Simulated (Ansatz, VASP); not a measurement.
## SnO (Romarchite) in VASP and in Ansatz

File INCAR:

```
SYSTEM = SnO
PREC = Accurate
ENCUT = 520
EDIFF = 1E-6
ISMEAR = -1
SIGMA = 0.02
LREAL = .FALSE.
LASPH = .TRUE.
NELM = 100
ALGO = Normal
ISIF = 2
LWAVE = .FALSE.
LCHARG = .TRUE.
GGA = PE
LELF = .TRUE.
LVHAR = .TRUE.
NBANDS = 28
```

Contents of KPOINTS:

```
Automatic mesh
0
G
  6 6 6
  0 0 0
```

Contents of POSCAR:

```
SnO
1.0
    3.7926488416      0.0000000000      0.0000000000
    0.0000000000      3.7926488416      0.0000000000
    0.0000000000      0.0000000000      4.9828014790
Sn O
2 2
Direct
    0.5000000000      0.0000000000      0.2315746403
    0.0000000000      0.5000000000      0.7684253597
    0.0000000000      0.0000000000      0.0000000000
    0.5000000000      0.5000000000      0.0000000000
```

Input for Ansatz:

```yaml
crystal:
  lattice:
    - [3.7926488416, 0.0, 0.0]
    - [0.0, 3.7926488416, 0.0]
    - [0.0, 0.0, 4.982801479]
  atoms:
    - { symbol: Sn, position: [0.5, 0.0, 0.2315746403] }
    - { symbol: Sn, position: [0.0, 0.5, 0.7684253597] }
    - { symbol: O, position: [0.0, 0.0, 0.0] }
    - { symbol: O, position: [0.5, 0.5, 0.0] }
kpoints:
  mp_grid: { grid: [6, 6, 6] }
  band_path:
    path:
      - [0.0, 0.0, 0.0]
      - [0.0, 0.5, 0.0]
      - [0.5, 0.5, 0.0]
      - [0.0, 0.0, 0.5]
      - [0.0, 0.5, 0.5]
      - [0.5, 0.5, 0.5]
      - [-0.036458, -0.036458, 0.0]
    npoints: 1
hamiltonian:
  xc: pbe
scf:
  occupations: { method: fermi_dirac, width: 0.02 }
  n_extra_bands: 5
output:
  forces: true
  stress: true
  eigenvalues: true
```

Change from the starting cell: uniaxial_z strain +4.7%.

Alike in both runs: task single point; functional PBE; k mesh 6 × 6 × 6; occupations fermi-dirac, width 0.02 eV; no spin polarisation.

|  | VASP | Ansatz |
| --- | --- | --- |
| version | VASP 6.6.1 | Ansatz 0.2.0 |
| potentials or method | VASP PAW PBE potentials, release 64 (Sn_d, O) | plane waves, PAW |
| plane-wave cutoff (eV) | 520 | 420 |
| valence electrons in the cell | 40 | 40 |

Ansatz gave:

| Property | Result |
| --- | --- |
| pressure (GPa) | 4.4 |
| largest component of the traceless stress (GPa) | 1.28 |
| rms of the force components (eV/Å) | 0.202 |

Problem. What did VASP give for the same quantities?

Solution. Pressure (GPa): 4.6; largest component of the traceless stress (GPa): 1.26; rms of the force components (eV/Å): 0.238.

Atom by atom the forces differ by 0.036 eV/Å (rms over components). With one functional, cell and mesh, what is left measures potentials, basis and numerics.

Caveats: spin-orbit coupling is left out, which moves the levels of the heavy elements.
